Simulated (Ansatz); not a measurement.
# Is the response still linear at 0.3 V/Å? 2H-WS2 3 layers, 2H (AA')

The dipole of a slab grows in proportion to a weak field along its normal. Does the weak-field slope carry to a strong field?

How it was computed: Ansatz 0.2.0, plane waves with PAW datasets (its set soft_2), PBE-D3(BJ); atoms held at their relaxed places, 18 Å of vacuum, dipole correction, cell area 8.63 Å², 18×18 k-points, smearing 0.02585 eV. Without field the slab has a gap of 1.13 eV.

| run | field (V/Å) | dipole (e·Å) |
| --- | --- | --- |
| run 1 | −0.10 | −0.07355 |
| run 2 | 0.00 | 0.00000 |
| run 3 | 0.10 | 0.07355 |
| run 4 | 0.30 | ? |

**Question.** What value belongs in the row marked “?”, and how far can the other rows tell?

A least-squares line through the 3 rows shown has slope 0.735500 and intercept 0.000000; no row lies more than 0.00001 e·Å off it. A perfect conductor with that slope would be 180.95 × 0.73550 / 8.63 = 15.42 Å thick. At 0.30 it gives 0.735500 × 0.30 + 0.000000 = 0.22065 e·Å, beyond the rows fitted. Rounding and scatter of the rows alone allow about ±0.00001 e·Å there.

The run itself gives 0.22074 e·Å: a miss of +0.00009 e·Å. That is under 1 % of the induced dipole, so the response is still linear.

Caveats: Ions are held, so this is the electronic response. Of the series that stay linear within 1 %, this collection keeps about one in seven, and it keeps all that bend. Spin-orbit coupling is left out, which changes the bands of elements this heavy.
